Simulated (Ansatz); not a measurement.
Here is an Ansatz 0.2.0 calculation.

File input.yaml:

```yaml
crystal:
  lattice:
    - [-1.62547, 1.62547, 2.4737]
    - [1.62547, -1.62547, 2.4737]
    - [1.62547, 1.62547, -2.4737]
  atoms:
    - { symbol: In, position: [0.0, 0.0, 0.0] }
hamiltonian:
  xc: pbe
  pseudopotentials: { kind: nc, accuracy: standard }
  dispersion: d3bjatm
kpoints:
  mp_grid: { grid: [11, 11, 11] }
scf:
  occupations: { method: gaussian, width: 0.15 }
output:
  forces: true
  stress: true
  eigenvalues: true
```

Potentials or basis: PseudoDojo standard (PBE files).

Command:

```bash
$ ansatz run input.yaml --threads 2 --pin off --max-ram 5120MiB --backend cpu --events-out ev --progress --plain --runs-dir out
```

Question: Predict the pressure.

Answer: 0.1 GPa.

Question: Predict the band gap on the k mesh.

Answer: None (metal or under the smearing width).

Stress tensor (GPa, compression positive):
```
 0.27  0.00  0.00
 0.00  0.27  0.00
 0.00  0.00 -0.32
```

Caveat: pairwise dispersion overbinds metals, which lowers pressure and volume.
